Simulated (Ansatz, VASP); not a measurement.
One calculation of KBr, two programs

INCAR

```
SYSTEM = KBr
PREC = Accurate
ENCUT = 520
EDIFF = 1E-6
ISMEAR = 0
SIGMA = 0.05
LREAL = .FALSE.
LASPH = .TRUE.
NELM = 100
ALGO = Normal
ISIF = 2
LWAVE = .FALSE.
LCHARG = .FALSE.
NBANDS = 15
```

Contents of KPOINTS:

```
regular mesh
0
G
  6 6 6
  0 0 0
```

File POSCAR:

```
KBr
1.0
    0.0000000000      3.1937250000      3.2431125000
    3.1937250000      0.0000000000      3.2431125000
    3.1937250000      3.1937250000      0.0000000000
K Br
1 1
Direct
    0.0000000000      0.0000000000      0.0000000000
    0.5000000000      0.5000000000      0.5000000000
```

Input for Ansatz:

```yaml
crystal:
  lattice:
    - [0.0, 3.193725, 3.2431125]
    - [3.193725, 0.0, 3.2431125]
    - [3.193725, 3.193725, 0.0]
  atoms:
    - { symbol: K, position: [0.0, 0.0, 0.0] }
    - { symbol: Br, position: [0.5, 0.5, 0.5] }
basis:
  ecutwfc: 420
kpoints:
  mp_grid: { grid: [6, 6, 6] }
hamiltonian:
  xc: lda
scf:
  occupations: { method: gaussian, width: 0.05 }
output:
  forces: true
  stress: true
  eigenvalues: true
```

Change from the starting cell: strain -0.030 along x and y, -0.015 along z, atoms carried along.

Alike in both runs: task single point; functional LDA; k mesh 6 × 6 × 6; occupations gaussian, width 0.05 eV; no spin polarisation.

|  | VASP | Ansatz |
| --- | --- | --- |
| version | VASP 6.6.1 | Ansatz 0.2.0 |
| potentials or method | VASP PAW LDA potentials, release 64 (K_sv, Br) | scalar-relativistic, plane waves, PAW |
| plane-wave cutoff (eV) | 520 | 420 |
| valence electrons in the cell | 16 | 16 |

Ansatz gave:

```
gap on the k mesh at the Fermi level (eV)       : 4.25
least direct gap on the mesh (eV)               : 4.25
pressure (GPa)                                  : -0.4
largest component of the traceless stress (GPa) : 0.39
```

Task: What did VASP give for the same quantities?

Result: gap on the k mesh at the Fermi level (eV): 4.26; least direct gap on the mesh (eV): 4.26; pressure (GPa): -0.3; largest component of the traceless stress (GPa): 0.41.
